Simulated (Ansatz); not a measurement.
Al2Au under changes of volume

One of the cells (18.000 Å³/atom); the others are scaled copies at fixed shape and fractional positions:

```
Au Al
1.0
     0.00000    3.00000    3.00000
     3.00000    0.00000    3.00000
     3.00000    3.00000    0.00000
Au Al
1 2
Direct
  0.00000 0.00000 0.00000
  0.75000 0.75000 0.75000
  0.25000 0.25000 0.25000
```

```yaml
Program: Ansatz 0.2.0
Functional: LDA
Potentials_or_basis: all-electron LAPW, scalar-relativistic
Cutoff: 228 eV (chosen from the basis error)
Basis_error_allowed: 0.002 eV/atom
k_mesh: 8 × 8 × 8
Occupations: fermi-dirac, width 0.05 eV
Spin: no spin polarisation
```

```csv
volume (Å³/atom),energy over the lowest point (meV/atom),pressure (GPa)
16.920,9.95,5.1
17.280,1.90,2.2
17.640,0.00,-0.3
18.000,3.53,-2.6
18.360,11.86,-4.6
18.720,24.41,-6.4
19.080,?,?
```

Problem. What does the run at 19.080 Å³/atom give?

Solution. Energy over the lowest point 40.68 meV/atom; pressure -8.0 GPa.

Worked out: A Birch-Murnaghan fit of order 3 (a polynomial in V^(-2/3)) to the other rows has its minimum at 17.58 Å³/atom with B0 = V·E''(V) = 120 GPa and B' = 5.1. It gives 40.69 meV/atom at 19.080 Å³/atom, against the run's 40.68, and -dE/dV = -8.0 GPa, against -8.0.

Energies are extrapolated to zero smearing.

The runs don't all hold the same shells in valence.
